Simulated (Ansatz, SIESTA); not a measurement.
PbO2: the functional in 2 programs

```yaml
crystal:
  lattice:
    - [4.99496, 0.00000, 0.00000]
    - [0.00000, 4.99496, 0.00000]
    - [0.00000, 0.00000, 3.40900]
  atoms:
    - { symbol: Pb, position: [0.50000, 0.50000, 0.50000] }
    - { symbol: Pb, position: [0.00000, 0.00000, 0.00000] }
    - { symbol: O, position: [0.69257, 0.69257, 0.00000] }
    - { symbol: O, position: [0.80743, 0.19257, 0.50000] }
    - { symbol: O, position: [0.19257, 0.80743, 0.50000] }
    - { symbol: O, position: [0.30743, 0.30743, 0.00000] }
```

The cell is a database's computed one, not the measured one.

Kept alike: task band structure; k mesh 6 × 6 × 8; occupations fermi-dirac, width 0.05 eV; no spin polarisation. The mesh is that of the run's cell of 6 atoms. No spin-orbit coupling.

- A: Ansatz, all-electron LAPW, scalar-relativistic
- B: SIESTA; files PseudoDojo sr-lda-0.4.1-standard, DZP (energy shift 0.003 Ry; two zetas on semicore shells) (LDA); files PseudoDojo sr-pbe-0.4.1-standard, DZP (energy shift 0.003 Ry; two zetas on semicore shells) (PBE); files PseudoDojo sr-pbesol-0.4.1-standard, DZP (energy shift 0.003 Ry; two zetas on semicore shells) (PBEsol), atomic orbitals

| functional | A: pressure (GPa) | B: pressure (GPa) |
| --- | --- | --- |
| LDA | -3.88 | 1.39 |
| PBE | 5.74 | 11.53 |
| PBEsol | 0.25 | 6.28 |

Pressure is positive in compression.

Q: How large is the effect of the functional, and do the programs agree on it?

A: From LDA to PBE the pressure moves by +9.62 in A, +10.14 in B (GPa). Row by row the programs differ by 5.27 to 6.03, and over this span the shifts, as printed, agree within about 5 %. Shifts from LDA: PBE +9.62, +10.14; PBEsol +4.13, +4.89; the programs' shifts differ by up to 0.76.
